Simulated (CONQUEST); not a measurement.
# SiC (Moissanite) (P6_3mc) in CONQUEST: notebook

One crystal, SiC (Moissanite), is run at these levels: PBE; tasks: single point.

Everything below comes from runs of CONQUEST 1.3. Logs are shortened: lines on timing, memory, paths and dates and some standing lists are left out, and cuts for length are marked.

## (1) The crystal as given

Symmetry: P6_3mc, No. 186, hexagonal system. Conventional cell: a = 3.076 Å, b = 3.076 Å, c = 5.048 Å, α = 90.00°, β = 90.00°, γ = 120.00°. Si (site symmetry 3m) is surrounded by 4 C at 1.87 to 1.94 Å. C (site symmetry 3m) is surrounded by 4 Si at 1.87 to 1.94 Å.

## (2) Single point, PBE

Input file Conquest_input:

```
IO.Title SiC
IO.Coordinates coords.dat
IO.FractionalAtomicCoords T
IO.Iprint 2
IO.Iprint_init 1
General.NumberOfSpecies 2
General.PseudopotentialType hamann
AtomMove.TypeOfRun static
AtomMove.FullStress T
Grid.GridCutoff 120
DM.SolutionMethod diagon
Diag.MPMesh T
Diag.GammaCentred T
Diag.MPMeshX 6
Diag.MPMeshY 4
Diag.MPMeshZ 4
Diag.kT 0.00183747
minE.SCTolerance 1e-6
SC.MaxIters 100
IO.AtomChargeOutput T
%block ChemicalSpeciesLabel
1 28.090 Si
2 12.010 C
%endblock
```

Input file coords.dat:

```
    5.8127975593     0.0000000000     0.0000000000
    0.0000000000     9.5393374771     0.0000000000
    0.0000000000     0.0000000000    10.0680607067
8
  0.0000000000   0.5000000000   0.3333333330 1 T T T
  0.5000000000   0.5000000000   0.8333333330 1 T T T
  0.0000000000   0.0000000000   0.6666666670 1 T T T
  0.5000000000   0.0000000000   0.1666666670 1 T T T
  0.0000000000   0.8850000000   0.3333333330 2 T T T
  0.5000000000   0.8850000000   0.8333333330 2 T T T
  0.0000000000   0.3850000000   0.6666666670 2 T T T
  0.5000000000   0.3850000000   0.1666666670 2 T T T
```

Potentials or basis: PseudoDojo NC PBE, DZP, grid cutoff 120 Ha.

Launch:

```console
> Conquest
```

What it wrote:

```text
Simulation cell dimensions:     5.8128 a0 x     9.5393 a0 x    10.0681 a0

      Atomic coordinates (a0)
         Atom         X         Y         Z  Species
            1    0.0000    4.7697    3.3560        1
            2    2.9064    4.7697    8.3901        1
            3    0.0000    0.0000    6.7120        1
            4    2.9064    0.0000    1.6780        1
            5    0.0000    8.4423    3.3560        2
            6    2.9064    8.4423    8.3901        2
            7    0.0000    3.6726    6.7120        2
            8    2.9064    3.6726    1.6780        2

         Monkhorst-Pack mesh:   6 x   4 x   4 gamma-centred
        This calculation includes non-local pseudopotentials,
         with a maximum core radius of      7.12043063

    Job title: SiC
    Job to be run: static calculation

[... 5 lines left out ...]
      Using Fermi-Dirac smearing

    Integration grid size:     32 x   48 x   60

    Integration grid spacing:  0.182 a0 x 0.199 a0 x 0.168 a0

    Number of species:  2
    --------------------------------------------------------
    |   #  mass (au)  Charge (e)  SF Rad (a0)  NSF  Label  |
    --------------------------------------------------------
    |   1     28.090       4.000        7.353   13  Si     |
    |   2     12.010       4.000        6.558   13  C      |
    --------------------------------------------------------
          SCF tolerance:                 0.00000100
          SCF iterations:               100

    The functional used will be GGA PBE96

           radial cut-off to be used is taken to be max PAO cut-off radius for this species:    7.120431

           greatest ang. mom. for making density from PAOs:  2

           radial cut-off to be used is taken to be max PAO cut-off radius for this species:    6.247137

           greatest ang. mom. for making density from PAOs:  2
    Minimum blocs/proc is     1440. Maximum blocs/proc is     1440
    set_atom_dens: In set_atomic_density, electrons :      32.000000000000
 matrix_size & matrix_size_padH =          104         104

    Screened ion int: energy:     -25.354477635877 Ha

    new_SC_potl: Starting.  Tolerance:  0.10000E-05

    PulayMixSC: Starting Pulay mixing, A_up =  0.500 A_dn =  0.500
    PulayMixSC: Spin non-polarised calculation.
          Harris-Foulkes Energy            :       -41.268936652107541 Ha
          (TS=0 as O(N) or entropic contribution is negligible)
          DFT Total Energy                 :       -40.696641199300572 Ha
          Total number of electrons        :        31.999999999999911
    PulayMixSC: Pulay iteration     1 residual:              0.11224E-01
          Harris-Foulkes Energy            :       -41.030155886464478 Ha
          (TS=0 as O(N) or entropic contribution is negligible)
          DFT Total Energy                 :       -41.010555490844538 Ha
          Total number of electrons        :        32.000017325436019
    PulayMixSC: Pulay iteration     2 residual:              0.33974E-02
          Harris-Foulkes Energy            :       -41.021515341110693 Ha
          (TS=0 as O(N) or entropic contribution is negligible)
          DFT Total Energy                 :       -41.021246338170982 Ha
          Total number of electrons        :        32.000024283106669
    PulayMixSC: Pulay iteration     3 residual:              0.13260E-02
          Harris-Foulkes Energy            :       -41.021314202292245 Ha
          (TS=0 as O(N) or entropic contribution is negligible)
          DFT Total Energy                 :       -41.021302705077709 Ha
          Total number of electrons        :        32.000033900810344
    PulayMixSC: Pulay iteration     4 residual:              0.61224E-04
          Harris-Foulkes Energy            :       -41.021307583695773 Ha
          (TS=0 as O(N) or entropic contribution is negligible)
          DFT Total Energy                 :       -41.021306478391693 Ha
          Total number of electrons        :        32.000033962344418
    PulayMixSC: Pulay iteration     5 residual:              0.24328E-04
          Harris-Foulkes Energy            :       -41.021307129449141 Ha
          (TS=0 as O(N) or entropic contribution is negligible)
          DFT Total Energy                 :       -41.021307114440390 Ha
          Total number of electrons        :        32.000034108519237
    PulayMixSC: Pulay iteration     6 residual:              0.23467E-05
          Harris-Foulkes Energy            :       -41.021307122341476 Ha
          (TS=0 as O(N) or entropic contribution is negligible)
          DFT Total Energy                 :       -41.021307122385466 Ha
          Total number of electrons        :        32.000034106299751
    PulayMixSC: Pulay iteration     7 residual:              0.28501E-06
    PulayMixSC: Reached SCF tolerance of  0.28501E-06 after      7 iterations
      | Number of electrons      =        32.000034
      |* band energy as 2Tr[K.H] =       -15.318398978376893 Ha
      |  screened ion-ion energy =       -25.354477635876560 Ha
      |  Ha correction           =        -1.565241417414706 Ha
      |  XC correction           =         1.216812199370509 Ha
      |* Harris-Foulkes energy   =       -41.021307122341476 Ha
      |* DFT total energy        =       -41.021307122385466 Ha
      |  estimated accuracy      =         0.000000000043990 Ha

    force: Forces on atoms (Ha/a0)
    force:  Atom   X              Y              Z
    force:     1  -0.0000000000   0.0156532325  -0.0000998255
    force:     2  -0.0000000000   0.0156532325  -0.0000998255
    force:     3  -0.0000000000   0.0156532325   0.0000998255
    force:     4   0.0000000000   0.0156532325   0.0000998255
    force:     5   0.0000000000  -0.0156700005  -0.0000912974
    force:     6  -0.0000000000  -0.0156700005  -0.0000912974
    force:     7  -0.0000000000  -0.0156700005   0.0000912974
    force:     8   0.0000000000  -0.0156700005   0.0000912974

    force: Maximum force :        0.01567000(Ha/a0) on atom         7 in y direction
    force: Force Residual:        0.01566191 Ha/a0
    force: Total stress:         -7.83506754     0.00000000     0.00000000 GPa
                             0.00000000    -3.08687622     0.00000000
                             0.00000000     0.00000000    -7.94815623
    force: Average pressure:      6.29003333 GPa

    force: Finished force
    get_E_and_F: Change in energy during last step of electronic optimisation:  0.71077E-08

    BIBLIOGRAPHY: Please consider citing the following references in the conquest.bib file

    CONQUEST:         Bowler2002pt, Miyazaki2004, Nakata2020
    Basis:            Bowler2019
    DM:               Bowler:2006xr
    Pseudopotentials: Hamann2013, Bowler2019
    XC functional:    Perdew1996
```

Wall time 69 s (1 thread of Intel Xeon Platinum 8488C (Sapphire Rapids), shared host); peak memory 0.99 GiB.

What came out:

- Free energy: -1116.2466 eV
- Pressure: 6.3 GPa
- Largest force: 0.806 eV/Å
- Band gap on the k mesh: 2.25 eV
- Mulliken charges: Si +0.45; C -0.45 e

Forces on the atoms (eV/Å):
```
Si   0.000  0.805 -0.005
Si   0.000  0.805 -0.005
Si   0.000  0.805  0.005
Si   0.000  0.805  0.005
C    0.000 -0.806 -0.005
C    0.000 -0.806 -0.005
C    0.000 -0.806  0.005
C    0.000 -0.806  0.005
```

Caveat: Mulliken charges move with the basis; the box holds several primitive cells, so bands are folded and the points are those of the box's own zone; the basis of atomic orbitals isn't converged, which shifts pressures, moduli and gaps.

## (3) Single point, PBE

Conquest_input is that of step 2.

coords.dat is that of step 2.

Potentials or basis: PseudoDojo NC PBE, DZ, grid cutoff 120 Ha.

Launch:

```console
> Conquest
```

Run time: 29 s. Hardware: 1 thread of Intel Xeon Platinum 8488C (Sapphire Rapids), shared host; peak memory 0.61 GiB.

It converged, with:

```
Free energy            : -1111.9144 eV
Pressure               : 20.6 GPa
Largest force          : 0.982 eV/Å
Band gap on the k mesh : 2.83 eV
Mulliken charges       : Si +1.66; C -1.66 e
```

Forces on the atoms (eV/Å):
```
Si   0.000  0.972 -0.003
Si   0.000  0.972 -0.003
Si   0.000  0.972  0.003
Si   0.000  0.972  0.003
C    0.000 -0.982 -0.004
C    0.000 -0.982 -0.004
C    0.000 -0.982  0.004
C    0.000 -0.982  0.004
```

Stress tensor (GPa, compression positive):
```
22.85  0.00  0.00
 0.00 15.51  0.00
 0.00  0.00 23.35
```

Levels at points of the mesh, in eV from the valence-band top:
| k point | band 12 | band 13 | band 14 | band 15 | band 16 | band 17 | band 18 | band 19 | band 20 | band 21 |
| --- | --- | --- | --- | --- | --- | --- | --- | --- | --- | --- |
| (0.00, 0.00, 0.00) | -1.82 | -1.81 | -0.28 | -0.28 | 0.00 | 3.26 | 5.08 | 5.11 | 6.04 | 6.38 |
| (0.00, 0.00, 0.50) | -3.16 | -1.13 | -1.13 | -1.08 | -1.08 | 4.40 | 4.40 | 6.75 | 6.75 | 7.49 |
| (0.00, 0.50, 0.00) | -2.71 | -1.13 | -1.13 | -1.12 | -1.12 | 3.56 | 3.56 | 6.06 | 6.06 | 6.59 |
| (0.00, 0.50, 0.50) | -3.44 | -2.28 | -2.28 | -2.28 | -2.28 | 4.90 | 4.90 | 4.90 | 4.90 | 8.21 |
| (0.50, 0.00, 0.00) | -5.50 | -3.61 | -3.61 | -2.97 | -2.97 | 3.97 | 3.97 | 8.21 | 8.21 | 8.48 |
| (0.50, 0.00, 0.50) | -4.06 | -3.60 | -3.60 | -1.81 | -1.81 | 3.26 | 3.26 | 5.11 | 5.11 | 8.21 |
| (0.50, 0.50, 0.00) | -5.30 | -2.47 | -2.47 | -2.47 | -2.47 | 5.45 | 5.45 | 5.45 | 5.45 | 8.07 |
| (0.50, 0.50, 0.50) | -3.12 | -2.70 | -2.70 | -2.70 | -2.70 | 3.56 | 3.56 | 3.56 | 3.56 | 6.59 |

Caveat: the atomic basis is small; Mulliken charges move with the basis; the box holds several primitive cells, so bands are folded and the points are those of the box's own zone; so large a pressure means that the cell lies far from this level's equilibrium, or that cutoff or potentials fall short; the basis of atomic orbitals isn't converged, which shifts pressures, moduli and gaps.

## (4) Single point, PBE

Conquest_input is that of step 3.

coords.dat is that of step 3.

Potentials or basis: PseudoDojo NC PBE, SZP, grid cutoff 120 Ha.

Launch:

```console
> Conquest
```

Wall time 39 s (1 thread of Intel Xeon Platinum 8488C (Sapphire Rapids), shared host); peak memory 0.68 GiB.

It converged, with:

- Free energy: -1113.3924 eV
- Pressure: 12.9 GPa
- Largest force: 0.924 eV/Å
- Band gap on the k mesh: 2.43 eV
- Mulliken charges: Si +0.71; C -0.71 e

Forces in eV/Å, atoms in the order of the input:
```
Si   0.000  0.923 -0.003
Si   0.000  0.923 -0.003
Si   0.000  0.923  0.003
Si   0.000  0.923  0.003
C    0.000 -0.924 -0.004
C    0.000 -0.924 -0.004
C    0.000 -0.924  0.004
C    0.000 -0.924  0.004
```

Stress tensor (GPa, compression positive):
```
15.33  0.00  0.00
 0.00  7.89  0.00
 0.00  0.00 15.53
```

Caveat: the atomic basis is small; Mulliken charges move with the basis; the basis of atomic orbitals isn't converged, which shifts pressures, moduli and gaps. A k mesh can miss the band edges.

## (5) Overview

```csv
potentials or basis,gap on the mesh (eV),pressure (GPa),largest force (eV/Å)
"PseudoDojo NC PBE, DZP, grid cutoff 120 Ha",2.25,6.3,0.81
"PseudoDojo NC PBE, DZ, grid cutoff 120 Ha",2.83,20.6,0.98
"PseudoDojo NC PBE, SZP, grid cutoff 120 Ha",2.43,12.9,0.92
```

Alike in all rows: task single point; level PBE; no spin polarisation; cell as given; k mesh 6 × 4 × 4; smearing fermi-dirac 0.05 eV.

Caveats: the basis of atomic orbitals isn't converged, which shifts pressures, moduli and gaps; the box holds several primitive cells, so bands are folded and the points are those of the box's own zone (some runs); the atomic basis is small (some runs); so large a pressure means that the cell lies far from this level's equilibrium, or that cutoff or potentials fall short (some runs).

Total energies depend on the potentials used, so only differences within one code and one set of settings carry meaning.
